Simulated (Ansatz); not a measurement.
# LiH: the band gap up the ladder of functionals

An exercise on one series of results from a longer session: the logs are not shown, and one member is left open.

The runs shown are made with Ansatz 0.2.0. PAW datasets, plane waves. (Calculated; spin-unpolarised; the phase may be known or hypothetical.)

## The structure to begin with

The cell was relaxed beforehand with r2SCAN.

Space group P6_3/mmc (No. 194), hexagonal; a = 3.256 Å, c = 4.068 Å in the conventional setting, 9.34 Å³ an atom. Around Li lie 5 H at 1.88–2.03 Å; around H lie 5 Li at 1.88–2.03 Å.

Coordinates:

```cif
data_structure
_symmetry_space_group_name_H-M 'P6_3/mmc'
_symmetry_Int_Tables_number 194
_cell_length_a 3.2558
_cell_length_b 3.2558
_cell_length_c 4.0684
_cell_angle_alpha 90.000
_cell_angle_beta 90.000
_cell_angle_gamma 120.000
_cell_volume 37.35
loop_
_atom_site_label
_atom_site_type_symbol
_atom_site_symmetry_multiplicity
_atom_site_Wyckoff_symbol
_atom_site_fract_x
_atom_site_fract_y
_atom_site_fract_z
_atom_site_occupancy
Li1 Li 2 d 0.33333 0.66667 0.75000 1
H1 H 2 c 0.33333 0.66667 0.25000 1
```

The first run:

File input.yaml:

```yaml
crystal:
  lattice:
    - [3.2558279323, 0.0, 0.0]
    - [-1.6279139661, 2.8196296997, 0.0]
    - [0.0, 0.0, 4.0684430705]
  atoms:
    - { symbol: Li, position: [0.3333333333, 0.6666666667, -0.0625093483] }
    - { symbol: Li, position: [0.6666666667, 0.3333333333, 0.4374906517] }
    - { symbol: H, position: [0.3333333333, 0.6666666667, 0.4375093483] }
    - { symbol: H, position: [0.6666666667, 0.3333333333, 0.9375093483] }
kpoints:
  mp_grid: { grid: [12, 12, 6] }
  band_path:
    path:
      - [[0.0, 0.0, 0.0], [0.5, -4.46295895617e-18, -2.0655813858e-20], [0.3333333333333, 0.3333333333333, -1.377054257214e-20], [0.0, 0.0, 0.0], [-6.108347150161e-38, 1.981222825652e-37, 0.5], [0.5, -4.45965355487e-18, 0.5], [0.3333333333333, 0.3333333333333, 0.5], [-6.108347150161e-38, 1.981222825652e-37, 0.5]]
      - [[0.5, -4.45965355487e-18, 0.5], [0.5, -4.46295895617e-18, -2.0655813858e-20]]
      - [[0.3333333333333, 0.3333333333333, 0.5], [0.3333333333333, 0.3333333333333, -1.377054257214e-20]]
    npoints: 10
hamiltonian:
  xc: pbe
scf:
  occupations: { method: fermi_dirac, width: 0.02 }
  n_extra_bands: 5
output:
  forces: true
  stress: true
  eigenvalues: true
```

Run with:

```console
$ ansatz run input.yaml --threads 2 --pin off --max-ram 2211MiB --backend cpu --events-out ev --progress --plain --runs-dir out
```

Among the steps run: Band structure with PBE; Single point with r2SCAN; HSE06; Single point with PBE0; LDA at the same geometry; G0W0 on PBE; One-shot GW from PBE; DDH-PBE0 at the same geometry; Single point with r2SCAN0; LC-ωPBE.

One of the session's tables, all rows but one given; the rest of the session is left out.

```
                     level  gap (eV)
                       PBE      1.84
                    r2SCAN      2.34
                     HSE06      2.74
                      PBE0      3.43
                       LDA      1.45
G0W0@PBE (111 empty bands)      3.72
G0W0@PBE (276 empty bands)      3.83
                  DDH-PBE0         ?
                   r2SCAN0      3.77
                   LC-ωPBE      7.36
```

Estimate the missing values for DDH-PBE0.

As computed: gap (eV): 3.64. In the column «gap (eV)» it lies between PBE0 (3.43) and G0W0@PBE (111 empty bands) (3.72).

Meshes: PBE 12×12×6, r2SCAN 12×12×6, HSE06 6×6×4, PBE0 6×6×4, LDA 12×12×6, DDH-PBE0 6×6×4, r2SCAN0 6×6×4, LC-ωPBE 6×6×4.

In words: LDA gives the least gap, 1.45 eV, and LC-ωPBE the largest, 7.36 eV. PBE reaches 48 % of the G0W0@PBE value, and r2SCAN 61 %. PBE0 lies 0.69 eV above HSE06, which differs from it by screening the long-range exchange. G0W0 values are finite-basis, finite-mesh values.

Caveats from the session: Warnings in the runs' records: structure snapped to symmetry, stress exchange threshold loose, stress scf threshold loose.
